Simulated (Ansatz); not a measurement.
HfO2 under strain: 17O NMR of the central transition

Cell: a COD entry, relaxed with PBE at fixed cell and then changed (z stretched by 3 %, ions relaxed).

```
Hf O
1.0
     5.05980    0.00000    0.00000
     0.00000   10.01720    0.00000
     0.00000    0.00000    5.38443
Hf O
8 16
Direct
  0.74578 0.88468 0.96314
  0.24578 0.61532 0.03686
  0.25422 0.38468 0.53686
  0.75422 0.11532 0.46314
  0.25422 0.11532 0.03686
  0.75422 0.38468 0.96314
  0.74578 0.61532 0.46314
  0.24578 0.88468 0.53686
  0.87125 0.78974 0.62641
  0.37125 0.71026 0.37359
  0.12875 0.28974 0.87359
  0.62875 0.21026 0.12641
  0.12875 0.21026 0.37359
  0.62875 0.28974 0.62641
  0.87125 0.71026 0.12641
  0.37125 0.78974 0.87359
  0.50245 0.97687 0.26249
  0.00245 0.52313 0.73751
  0.49755 0.47687 0.23751
  0.99755 0.02313 0.76249
  0.49755 0.02313 0.73751
  0.99755 0.47687 0.26249
  0.50245 0.52313 0.76249
  0.00245 0.97687 0.23751
```

Atoms are numbered from 1 in the order listed; like atoms form one site, named after its first atom.

All values are calculated (Ansatz; DFT, PBE, plane waves and PAW, scalar-relativistic, 420 eV cutoff, Γ-centred 5×3×5 k-points, Fermi–Dirac smearing 0.02 eV), not measured.

17O has I = 5/2 and Q = -25.58 mb (Pyykkö 2018); at 14.1 T its Larmor frequency is ν₀ = 81.4 MHz. Only the quadrupole interaction is simulated: positions count from each site's isotropic chemical shift, and J coupling is left out, as are shift anisotropy and dipolar coupling, which fast spinning averages.

The O sites: O9 (atoms 9, 10, 11, 12, 13, 14, …; 3 Hf at 2.06–2.17 Å; also 1 Hf at 3.34 Å); O17 (atoms 17, 18, 19, 20, 21, 22, …; 4 Hf at 2.17–2.23 Å).

Fitted components of the simulated spectrum:

```json
{"component": "A", "|C_Q| (MHz)": "1.18", "η": "0.93"}
{"component": "B", "|C_Q| (MHz)": "1.80", "η": "0.38"}
```

Q: Which site most likely gives which component?

A: By the calculation, A is O17, B is O9. Like point charges on the first shell alone (each adding as 1/d³) would give the same order.

Without spin–orbit coupling the gradients at and beside Hf can be off by some per cent, at some sites by more.

The relaxation (5 steps) took 24 s of wall time (91 s of CPU time) and 1.8 GiB at its peak, on 4 threads of AMD EPYC 9R45 (Zen 5) (x86_64; 16 cores open to the job, memory cap 8.0 GiB, no GPU), a shared host with a load of 0.3 a core.
